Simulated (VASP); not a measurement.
# PtSe (F-43m) in VASP: further runs, part 3 of 3

VASP 6.6.1. The steps go on from the part before.

**5. Wannier functions by SCDM, PBE**

POSCAR reads:

```
PtSe
1.0
    0.0000000000      3.0374472300      3.0374472300
    3.0374472300      0.0000000000      3.0374472300
    3.0374472300      3.0374472300      0.0000000000
Pt Se
1 1
Direct
    0.0000000000      0.0000000000      0.0000000000
    0.2500000000      0.2500000000      0.2500000000
```

INCAR.step1 reads:

```
SYSTEM = PtSe
PREC = Accurate ; ENCUT = 520
EDIFF = 1E-7 ; ISMEAR = 0
SIGMA = 0.02 ; LREAL = .FALSE.
LASPH = .TRUE. ; NELM = 80
ALGO = Normal ; ISIF = 2
LWAVE = .TRUE. ; LCHARG = .TRUE.
GGA = PE
```

INCAR.step2 reads:

```
SYSTEM = PtSe
PREC = Accurate ; ENCUT = 520
EDIFF = 1E-7 ; ISMEAR = 0
SIGMA = 0.02 ; LREAL = .FALSE.
LASPH = .TRUE. ; NELM = 80
ALGO = Normal ; ISIF = 2
LWAVE = .FALSE. ; LCHARG = .FALSE.
GGA = PE ; ISTART = 1
ICHARG = 11 ; ISYM = -1
NUM_WANN = 8 ; LSCDM = .TRUE.
```

KPOINTS reads:

```
regular mesh
0
G
  4 4 4
  0 0 0
```

KPOINTS_OPT reads:

```
path GXWKGLUWLK,UX
12
line-mode
reciprocal
 0.0000000000  0.0000000000  0.0000000000  G
 0.5000000000  0.0000000000  0.5000000000  X

 0.5000000000  0.0000000000  0.5000000000  X
 0.5000000000  0.2500000000  0.7500000000  W

 0.5000000000  0.2500000000  0.7500000000  W
 0.3750000000  0.3750000000  0.7500000000  K

 0.3750000000  0.3750000000  0.7500000000  K
 0.0000000000  0.0000000000  0.0000000000  G

 0.0000000000  0.0000000000  0.0000000000  G
 0.5000000000  0.5000000000  0.5000000000  L

 0.5000000000  0.5000000000  0.5000000000  L
 0.6250000000  0.2500000000  0.6250000000  U

 0.6250000000  0.2500000000  0.6250000000  U
 0.5000000000  0.2500000000  0.7500000000  W

 0.5000000000  0.2500000000  0.7500000000  W
 0.5000000000  0.5000000000  0.5000000000  L

 0.5000000000  0.5000000000  0.5000000000  L
 0.3750000000  0.3750000000  0.7500000000  K

 0.6250000000  0.2500000000  0.6250000000  U
 0.5000000000  0.0000000000  0.5000000000  X
```

KPOINTS_WAN reads:

```
path GXWKGLUWLK,UX
12
line-mode
reciprocal
 0.0000000000  0.0000000000  0.0000000000  G
 0.5000000000  0.0000000000  0.5000000000  X

 0.5000000000  0.0000000000  0.5000000000  X
 0.5000000000  0.2500000000  0.7500000000  W

 0.5000000000  0.2500000000  0.7500000000  W
 0.3750000000  0.3750000000  0.7500000000  K

 0.3750000000  0.3750000000  0.7500000000  K
 0.0000000000  0.0000000000  0.0000000000  G

 0.0000000000  0.0000000000  0.0000000000  G
 0.5000000000  0.5000000000  0.5000000000  L

 0.5000000000  0.5000000000  0.5000000000  L
 0.6250000000  0.2500000000  0.6250000000  U

 0.6250000000  0.2500000000  0.6250000000  U
 0.5000000000  0.2500000000  0.7500000000  W

 0.5000000000  0.2500000000  0.7500000000  W
 0.5000000000  0.5000000000  0.5000000000  L

 0.5000000000  0.5000000000  0.5000000000  L
 0.3750000000  0.3750000000  0.7500000000  K

 0.6250000000  0.2500000000  0.6250000000  U
 0.5000000000  0.0000000000  0.5000000000  X
```

Potentials or basis: VASP PAW PBE potentials, release 64 (Pt, Se).

The run is started by

```console
$ cat potpaw_PBE.64/Pt/POTCAR potpaw_PBE.64/Se/POTCAR > POTCAR
$ cp INCAR.step1 INCAR
$ mpirun -np 1 vasp_std > vasp.out
$ cp INCAR.step2 INCAR
$ mpirun -np 1 vasp_std > vasp.out
```

OUTCAR:

```text
SYSTEM = PtSe
   PREC = Accurate
   ENCUT = 520
   EDIFF = 1E-7
   ISMEAR = 0
   LREAL = .FALSE.
   LASPH = .TRUE.
   NELM = 80
   ISIF = 2
   GGA = PE
   ISTART = 1
   ICHARG = 11
   ISYM = -1

 ion  position               nearest neighbor table
   1  0.000  0.000  0.000-   2 2.63   2 2.63   2 2.63   2 2.63
   2  0.250  0.250  0.250-   1 2.63   1 2.63   1 2.63   1 2.63

IMPORTANT INFORMATION: All symmetrisations will be switched off!
NOSYMM: (Re-)initialisation of all symmetry stuff for point group C_1.

----------------------------------------------------------------------------------------

                                     Primitive cell

  volume of cell :      56.0475

  direct lattice vectors                    reciprocal lattice vectors
     0.000000000  3.037447230  3.037447230    -0.164611913  0.164611913  0.164611913
     3.037447230  0.000000000  3.037447230     0.164611913 -0.164611913  0.164611913
     3.037447230  3.037447230  0.000000000     0.164611913  0.164611913 -0.164611913

  length of vectors
     4.295599068  4.295599068  4.295599068     0.285116197  0.285116197  0.285116197

  position of ions in fractional coordinates (direct lattice)
     0.000000000  0.000000000  0.000000000
     0.250000000  0.250000000  0.250000000

  ion indices of the primitive-cell ions
   primitive index   ion index
                 1           1
                 2           2

----------------------------------------------------------------------------------------

 KPOINTS: regular mesh

Automatic generation of k-mesh.
 Grid dimensions read from file:
 generate k-points for:    4    4    4

 Generating k-lattice:

  Cartesian coordinates                     Fractional coordinates (reciprocal lattice)
    -0.041152978  0.041152978  0.041152978     0.250000000  0.000000000  0.000000000
     0.041152978 -0.041152978  0.041152978     0.000000000  0.250000000  0.000000000
[... 85 lines left out ...]
   AEXX    =    0.0000 exact exchange contribution
   IVDW    =     0    specifies the selected vdW correction
   LEPSILON=     F    determine dielectric tensor
   LRPA    =     F    only Hartree local field effects (RPA)
 non-spin polarized calculation
 Gauss-broadening in eV      SIGMA  =   0.02
  energy-cutoff  :      520.00
  volume of cell :       56.05
 maximum number of plane-waves:      1540

 number of electron      16.0000002 magnetization

 Free energy of the ion-electron system (eV)
  ---------------------------------------------------
  ext. energy  EPLUGINS =         0.00000000
  ---------------------------------------------------
  free energy    TOTEN  =        -9.12823291 eV

  energy without entropy =       -9.12402459  energy(sigma->0) =       -9.12612875

 E-fermi :   2.8522     XC(G=0):  -9.1372

 val. band max:        2.7180441979   @ k =   0.5000  -0.2500   0.2500
 cond. band min:       2.8536614468   @ k =   0.5000   0.5000  -0.2500
 fundamental gap:      0.1356172489
 Fermi energy:         2.8521817199

 k-point     1 :       0.0000    0.0000    0.0000
  band No.  band energies     occupation
      1     -10.6451      2.00000
      2      -1.3278      2.00000
      3      -1.3278      2.00000
      4      -1.3278      2.00000
      5       0.8915      2.00000
      6       0.8915      2.00000
      7       3.3211      0.00000
      8       4.6827      0.00000
      9       4.6827      0.00000
     10       4.6827      0.00000
     11       9.5730      0.00000
     12       9.5730      0.00000
[... 331 lines left out ...]
 k-point    24 :      -0.2500    0.2500    0.2500
  band No.  band energies     occupation
      1     -10.1482      2.00000
      2      -1.8921      2.00000
      3      -0.9946      2.00000
      4      -0.8337      2.00000
      5       0.8007      2.00000
      6       1.0431      2.00000
      7       1.3223      2.00000
      8       2.5606      2.00000
      9       2.8537      0.91667
     10       6.9638      0.00000
     11       8.6214      0.00000
     12      10.7207      0.00000

 [... further k-points ...]

------------------------ aborting loop because EDIFF is reached ----------------------------------------

  FORCE on cell =-STRESS in cart. coord.  units (eV):
  Direction    XX          YY          ZZ          XY          YZ          ZX
  --------------------------------------------------------------------------------------
  -------------------------------------------------------------------------------------
  Total       -3.7698272     -3.7698362     -3.7698347     -0.0000129     -0.0000000     -0.0000020
  in kB     -107.7645225   -107.7647789   -107.7647353     -0.0003701     -0.0000007     -0.0000569
  external PRESSURE =    -107.7646789 kB  Pullay stress =       0.0000000 kB

 VOLUME and BASIS-vectors are now :
 -----------------------------------------------------------------------------
  energy-cutoff  :      520.00
  volume of cell :       56.05
      direct lattice vectors                 reciprocal lattice vectors
     0.000000000  3.037447230  3.037447230    -0.164611913  0.164611913  0.164611913
     3.037447230  0.000000000  3.037447230     0.164611913 -0.164611913  0.164611913
     3.037447230  3.037447230  0.000000000     0.164611913  0.164611913 -0.164611913

 POSITION                                       TOTAL-FORCE (eV/Angst)
 -----------------------------------------------------------------------------------
      0.00000      0.00000      0.00000         0.000001      0.000004     -0.000008
      1.51872      1.51872      1.51872        -0.000001     -0.000004      0.000008
 -----------------------------------------------------------------------------------
    total drift:                                0.000004      0.000004     -0.000036

  FREE ENERGIE OF THE ION-ELECTRON SYSTEM (eV)
  ---------------------------------------------------
  free  energy   TOTEN  =        -9.1282329089 eV

  energy  without entropy=       -9.1240245869  energy(sigma->0) =       -9.12612875
```

OSZICAR.step1:

```text
N       E                     dE             d eps       ncg     rms          rms(c)
DAV:   1     0.797874430387E+02    0.79787E+02   -0.71213E+03   192   0.115E+03
DAV:   2    -0.557967146753E+01   -0.85367E+02   -0.77232E+02   228   0.206E+02
DAV:   3    -0.927124885528E+01   -0.36916E+01   -0.36279E+01   228   0.466E+01
DAV:   4    -0.930668919813E+01   -0.35440E-01   -0.35425E-01   212   0.528E+00
DAV:   5    -0.930731198450E+01   -0.62279E-03   -0.62277E-03   240   0.655E-01    0.653E+00
DAV:   6    -0.915659542886E+01    0.15072E+00   -0.91918E-01   192   0.885E+00    0.412E+00
DAV:   7    -0.912878378161E+01    0.27812E-01   -0.91175E-02   196   0.306E+00    0.239E+00
DAV:   8    -0.912388948228E+01    0.48943E-02   -0.28322E-02   192   0.145E+00    0.315E-01
DAV:   9    -0.912345006230E+01    0.43942E-03   -0.23921E-03   204   0.342E-01    0.104E-01
DAV:  10    -0.912340153421E+01    0.48528E-04   -0.46658E-04   224   0.202E-01    0.221E-02
DAV:  11    -0.912341330984E+01   -0.11776E-04   -0.15625E-05   208   0.360E-02    0.461E-03
DAV:  12    -0.912341487593E+01   -0.15661E-05   -0.34534E-06   200   0.133E-02    0.188E-03
DAV:  13    -0.912341505160E+01   -0.17568E-06   -0.44681E-07   212   0.520E-03    0.423E-04
DAV:  14    -0.912341506252E+01   -0.10922E-07   -0.21100E-08   152   0.108E-03
   1 F= -.91234151E+01 E0= -.91213109E+01  d E =-.420832E-02
```

Wall time 41 s (1 thread of Intel Xeon Platinum 8488C (Sapphire Rapids), shared host); peak memory 0.22 GiB.

What came out:

- Band gap along the path: none (metal or under the smearing width)

Levels at the corners of the path, in eV from the Fermi level:
| point | band 6 | band 7 | band 8 | band 9 | band 10 | band 11 | band 12 |
| --- | --- | --- | --- | --- | --- | --- | --- |
| Γ | -1.94 | 0.47 | 1.82 | 1.82 | 1.82 | 6.72 | 6.72 |
| X | -1.70 | -1.67 | -0.75 | -0.75 | 4.40 | 4.61 | 9.01 |
| X | -1.70 | -1.67 | -0.75 | -0.75 | 4.40 | 4.61 | 9.01 |
| W | -1.67 | -1.64 | -1.25 | -0.13 | 4.99 | 6.25 | 7.20 |
| W | -1.67 | -1.64 | -1.25 | -0.13 | 4.99 | 6.25 | 7.20 |
| K | -1.84 | -1.46 | -0.84 | -0.20 | 4.51 | 5.59 | 8.68 |
| K | -1.84 | -1.46 | -0.84 | -0.20 | 4.51 | 5.59 | 8.68 |
| Γ | -1.94 | 0.47 | 1.82 | 1.82 | 1.82 | 6.72 | 6.72 |
| Γ | -1.94 | 0.47 | 1.82 | 1.82 | 1.82 | 6.72 | 6.72 |
| L | -1.83 | -1.70 | 0.66 | 0.66 | 2.57 | 7.61 | 7.61 |
| L | -1.83 | -1.70 | 0.66 | 0.66 | 2.57 | 7.61 | 7.61 |
| U | -1.84 | -1.46 | -0.84 | -0.20 | 4.51 | 5.59 | 8.68 |
| U | -1.84 | -1.46 | -0.84 | -0.20 | 4.51 | 5.59 | 8.68 |
| W | -1.67 | -1.64 | -1.25 | -0.13 | 4.99 | 6.25 | 7.20 |
| W | -1.67 | -1.64 | -1.25 | -0.13 | 4.99 | 6.25 | 7.20 |
| L | -1.83 | -1.70 | 0.66 | 0.66 | 2.57 | 7.61 | 7.61 |
| L | -1.83 | -1.70 | 0.66 | 0.66 | 2.57 | 7.61 | 7.61 |
| K | -1.84 | -1.46 | -0.84 | -0.20 | 4.51 | 5.59 | 8.68 |
| U | -1.84 | -1.46 | -0.84 | -0.20 | 4.51 | 5.59 | 8.68 |
| X | -1.70 | -1.67 | -0.75 | -0.75 | 4.40 | 4.61 | 9.01 |

Caveat: the k mesh is coarse (spacing up to 0.45 Å⁻¹), so the values aren't converged; spin-orbit coupling is left out, which moves the levels of the heavy elements.
